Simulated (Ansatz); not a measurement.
# Structures of BiH3: which is lowest?

Plane-wave DFT in Ansatz with scalar-relativistic PAW potentials, cutoff 420 eV, Γ-centred meshes chosen by cell and gap, Gaussian smearing with energies taken to zero width. Every cell was relaxed (cell and atoms) in a run of its own, within the symmetry of its start. Functional: PBE.

Relaxed structures (starts from databases or built by putting these elements on another compound's sites):
A. Pm-3m, 4 atoms in the computed cell, a = 4.208 Å; sites (symmetry × multiplicity) Bi m-3m × 1, H 4/mm.m × 3; start: built
B. P6_3/mmc, 8 atoms in the computed cell, a = 6.753 Å, c = 3.412 Å; sites (symmetry × multiplicity) Bi -6m2 × 2, H mm2 × 6; start: built

**Question.** Rank them by energy. Could pressure change the order?

**Answer.**
| structure | group | E − E(lowest) (meV/atom) | V (Å³/atom) | gap on mesh (eV) |
| --- | --- | --- | --- | --- |
| A | Pm-3m | 0.0 | 18.63 | 0.00 |
| B | P6_3/mmc | 241 | 16.84 | 0.00 |

A is lowest, 241 meV/atom under B. B is denser by 1.79 Å³/atom, so pressure favours it: ΔE/ΔV, with ΔE in eV and 1 eV/Å³ = 160.2 GPa, gives about 22 GPa for equal enthalpy if both cells were rigid; at such pressures compression changes ΔV much, so this is a scale only. Other structures may lie lower than all of these, and vibrations aren't counted.

Spin-orbit coupling is left out, which matters for the bands of heavy elements. For Tl, Pb and Bi spin-orbit coupling shifts energies too.